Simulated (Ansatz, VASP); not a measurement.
## Two plane-wave programs on Re

Contents of POSCAR:

```
Re
1.0
    4.2965510948      0.0000000000      0.0000000000
   -2.1482755474      3.7209223967      0.0000000000
    0.0000000000      0.0000000000      2.6900332104
Re
3
Direct
    1.0000000000      1.0000000000      0.0000000000
    0.3333333333      0.6666666667      0.5000000000
    0.6666666667      0.3333333333      0.5000000000
```

INCAR.step1

```
PREC = Accurate ; ENCUT = 520
ISMEAR = -1 ; SIGMA = 0.1
LREAL = False ; LASPH = True
NELM = 80 ; NBANDS = 18
GGA = PE ; ALGO = Normal
EDIFF = 1E-4 ; LWAVE = True
LCHARG = False
```

File INCAR.step2:

```
PREC = Accurate ; ENCUT = 520
EDIFF = 1E-6 ; ISMEAR = -1
SIGMA = 0.1 ; LREAL = False
LASPH = True ; NELM = 80
ALGO = Normal ; ISIF = 2
LWAVE = False ; LCHARG = False
METAGGA = R2SCAN ; LMIXTAU = True
NBANDS = 18 ; ISTART = 1
```

File KPOINTS:

```
regular mesh
0
Gamma
  10 10 13
```

Input for Ansatz:

```yaml
crystal:
  lattice:
    - [4.2965510948, 0.0, 0.0]
    - [-2.1482755474, 3.7209223967, 0.0]
    - [0.0, 0.0, 2.6900332104]
  atoms:
    - { symbol: Re, position: [1.0, 1.0, 0.0] }
    - { symbol: Re, position: [0.3333333333, 0.6666666667, 0.5] }
    - { symbol: Re, position: [0.6666666667, 0.3333333333, 0.5] }
hamiltonian:
  xc: r2scan
  pseudopotentials:
    kind: paw
    azcp:
      Re: "pseudopotentials/Re.paw.azcp"
basis:
  ecutwfc: 500
  fft_grid_basis: typed
kpoints:
  mp_grid: { grid: [10, 10, 13], shift: [0, 0, 0] }
magnetization:
  spin_polarized: false
scf:
  occupations: { method: fermi_dirac, width: 0.1 }
  lower_state_search: "off"
output:
  stress: true
  write_density: true
  write_potential: true
  elf: true
  volumetric_format: npy
```

Alike in both runs: task single point; functional r2SCAN; k mesh 10 × 10 × 13; occupations fermi-dirac, width 0.1 eV; no spin polarisation.

|  | VASP | Ansatz |
| --- | --- | --- |
| version | VASP 6.6.1 | Ansatz 0.2.0 |
| potentials or method | VASP PAW PBE potentials, release 64 (Re) | plane waves (500 eV) with PAW, scalar-relativistic |
| plane-wave cutoff (eV) | 520 | 500 |
| valence electrons in the cell | 21 | 45 |

VASP gave:

| Item | Value |
| --- | --- |
| pressure (GPa) | 16.6 |
| largest component of the traceless stress (GPa) | 1.01 |

Problem. Which values does Ansatz return?

Solution. Pressure (GPa): 16.6; largest component of the traceless stress (GPa): 1.61.

The functional is the same, so the differences come from potentials, cutoffs and numerics. The two sets of potentials don't hold the same shells in valence.

Caveats: so large a pressure means that the cell lies far from this level's equilibrium, or that cutoff or potentials fall short (VASP); the potentials were made for another functional, which shifts forces and pressure (VASP). The runs have no spin-orbit coupling, so splittings on Re are missing.
